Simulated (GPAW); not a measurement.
Runs of GPAW 26.7.0 on SnO. It takes space group P4/nmm (No. 129, tetragonal). Conventional cell: a = 3.814 Å, b = 3.814 Å, c = 4.887 Å, α = 90.00°, β = 90.00°, γ = 90.00°. Sn (site symmetry 4mm) has 4 O at 2.23 Å as nearest neighbours. O (site symmetry -4m2) has 4 Sn at 2.23 Å as nearest neighbours. The cell is a database's computed one.

```tsv
task	level	potentials or basis	cell	cutoff (eV)	optimizer	fmax	max steps	target pressure	band path	grid spacing	gap on the mesh (eV)	pressure (GPa)	largest force (eV/Å)
relaxation of cell and atoms	RPBE	the program's PAW data sets (release 1.2.1) made for this functional, pw	relaxed to 1 GPa	800	LBFGS	0.01 eV/Å	60	1 GPa	-	-	(b)	1.0	-
band structure	GLLB-SC	the program's PAW data sets (release 1.2.1) made for this functional, pw	as given	800	-	-	-	-	GXMGZRAZ,XR,MA	-	0.56	-	-
band structure	PBE	GPAW PAW data sets (gpaw-data 1.2.1), lcao:dzp	as given	-	-	-	-	-	GXMGZRAZ,XR,MA	0.2 Å	(a)	-	0.79
relaxation of cell and atoms	PBEsol+D4	PAW data sets generated in the run's folder for this functional, pw	relaxed	800	FIRE	0.02 eV/Å	100	-	-	-	none	0.0	0.02
```

Alike in all rows: no spin polarisation; k mesh 4 × 4 × 4; smearing fermi-dirac 0.05 eV; the mesh is coarse, so values aren't converged.

Q: Fill in the values left out.

A: (a) 0.12; (b) 0.59.

Caveats: some runs use coarse meshes; spin-orbit coupling is left out, which moves the levels of the heavy elements (some runs); later steps reuse the first step's grids (some runs); the GLLB-SC gap is the Kohn-Sham gap of the path plus the derivative discontinuity (some runs); a model potential gives levels but no total energy (some runs); the real-space grid adds noise to forces (some runs); the basis of atomic orbitals isn't converged, which shifts pressures, moduli and gaps (some runs); pairwise dispersion overbinds metals, which lowers pressure and volume (some runs).

A k mesh can miss the band edges, and the runs leave out spin-orbit coupling on Sn.

A gap of «none» marks a metal or a gap under the smearing width.
